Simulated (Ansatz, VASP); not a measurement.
Two plane-wave programs on Al2O3

INCAR

```
SYSTEM = Al2O3
PREC = Accurate
ENCUT = 520
EDIFF = 1E-6
ISMEAR = 0
SIGMA = 0.05
LREAL = .FALSE.
LASPH = .TRUE.
NELM = 60
ALGO = Normal
ISIF = 2
LWAVE = .FALSE.
LCHARG = .FALSE.
GGA = PE
IVDW = 12
NBANDS = 20
```

The input KPOINTS:

```
regular mesh
0
G
  12 12 4
  0 0 0
```

The input POSCAR:

```
Al2O3
1.0
    2.9231237712      0.0000000000      0.0000000000
   -1.4615618856      2.5314994443      0.0000000000
    0.0000000000      0.0000000000      8.0715490666
Al O
2 3
Direct
    0.0000000000      0.0000000000      0.2779510000
    0.0000000000      0.0000000000      0.7220490000
    0.3333333333      0.6666666667      0.1994540000
    0.6666666667      0.3333333333      0.8005460000
    0.0000000000      0.0000000000      0.5000000000
```

Input for Ansatz:

```yaml
crystal:
  lattice:
    - [2.9231237712, 0.0, 0.0]
    - [-1.4615618856, 2.5314994443, 0.0]
    - [0.0, 0.0, 8.0715490666]
  atoms:
    - { symbol: Al, position: [0.0, 0.0, 0.277951] }
    - { symbol: Al, position: [0.0, 0.0, 0.722049] }
    - { symbol: O, position: [0.3333333333, 0.6666666667, 0.199454] }
    - { symbol: O, position: [0.6666666667, 0.3333333333, 0.800546] }
    - { symbol: O, position: [0.0, 0.0, 0.5] }
basis:
  ecutwfc: 420
kpoints:
  mp_grid: { grid: [12, 12, 4] }
hamiltonian:
  xc: pbe
  dispersion: d3bj
scf:
  occupations: { method: gaussian, width: 0.05 }
output:
  forces: true
  stress: true
  eigenvalues: true
```

Alike in both runs: task single point; functional PBE; dispersion D3(BJ); k mesh 12 × 12 × 4; occupations gaussian, width 0.05 eV; no spin polarisation.

|  | VASP | Ansatz |
| --- | --- | --- |
| version | VASP 6.6.1 | Ansatz 0.2.0 |
| potentials or method | VASP PAW PBE potentials, release 64 (Al, O) | scalar-relativistic, plane waves, PAW |
| plane-wave cutoff (eV) | 520 | 420 |
| valence electrons in the cell | 24 | 24 |

Ansatz gave:

```
gap on the k mesh at the Fermi level (eV)       : 1.22
least direct gap on the mesh (eV)               : 1.22
pressure (GPa)                                  : -3.1
largest component of the traceless stress (GPa) : 26.52
rms of the force components (eV/Å)              : 1.053
```

Problem. Which values does VASP return?

Solution. gap on the k mesh at the Fermi level (eV): 1.22; least direct gap on the mesh (eV): 1.22; pressure (GPa): -3.2; largest component of the traceless stress (GPa): 26.51; rms of the force components (eV/Å): 1.040.

Atom by atom the forces differ by 0.015 eV/Å (rms over components).

Caveats: forces of over 1 eV/Å show positions far from the minimum, so gaps and moduli don't describe the material at rest. As with any semilocal functional, this PBE gap is likely too small. A k mesh can miss the band edges.
